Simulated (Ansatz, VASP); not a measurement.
# Fe: VASP beside Ansatz

```xyz
2
Lattice="2.4780 0.0000 0.0000 -1.2390 2.1460 0.0000 0.0000 0.0000 3.9126" Properties=species:S:1:pos:R:3 pbc="T T T"
Fe    0.0000    1.4307    0.9781
Fe    1.2390    0.7153    2.9344
```

Alike in both runs: functional PBEsol; k mesh 18 × 18 × 12; occupations gaussian, width 0.1 eV; no spin polarisation.

Ansatz relaxed the structure, and its values are those at the end. VASP's run is a single point on that final structure, the one shown.

|  | VASP | Ansatz |
| --- | --- | --- |
| version | VASP 6.6.1 | Ansatz 0.2.0 |
| potentials or method | VASP PAW PBE potentials, release 64 (Fe) | scalar-relativistic, plane waves, PAW |
| plane-wave cutoff (eV) | 520 | 420 |
| valence electrons in the cell | 16 | 32 |

|  | VASP | Ansatz | Ansatz less VASP |
| --- | --- | --- | --- |
| gap on the k mesh at the Fermi level (eV) | none | none | - |
| pressure (GPa) | -16.8 | -16.5 | +0.31 |

A gap of «none» marks a metal or a gap that the smearing closes. The two sets of potentials don't hold the same shells in valence.

Caveats: so large a pressure means that the cell lies far from this level's equilibrium, or that cutoff or potentials fall short (VASP); the potentials were made for another functional, which shifts forces and pressure (VASP); the run has no spin polarisation, though such a crystal can be magnetic. Spin polarisation is off, so any magnetic state and its effect on volume and gap are missing.
